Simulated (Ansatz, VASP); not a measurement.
# GaP: VASP beside Ansatz

```
CELL_PARAMETERS angstrom
3.85409 0.00000 0.00000
1.92704 3.33774 0.00000
1.92704 1.11258 3.14685
ATOMIC_POSITIONS crystal
Ga 0.00000 0.00000 0.00000
P 0.25000 0.25000 0.25000
```

Alike in both runs: task single point; functional BLYP; k mesh 6 × 6 × 6; no spin polarisation.

```csv
,VASP,Ansatz
version,VASP 6.6.1,Ansatz 0.2.0
potentials or method,"VASP PAW PBE potentials, release 64 (Ga_d, P)","plane waves, PAW"
plane-wave cutoff (eV),520,571
occupations,"gaussian, width 0.01 eV",fixed
valence electrons in the cell,18,18
```

```csv
,VASP,Ansatz,Ansatz less VASP
gap on the k mesh at the Fermi level (eV),1.68,1.66,-0.016
pressure (GPa),6.5,6.3,-0.20
```

Caveats: the PAW data sets were made with another functional, which shifts forces and pressure a little (VASP). A k mesh can miss the band edges.
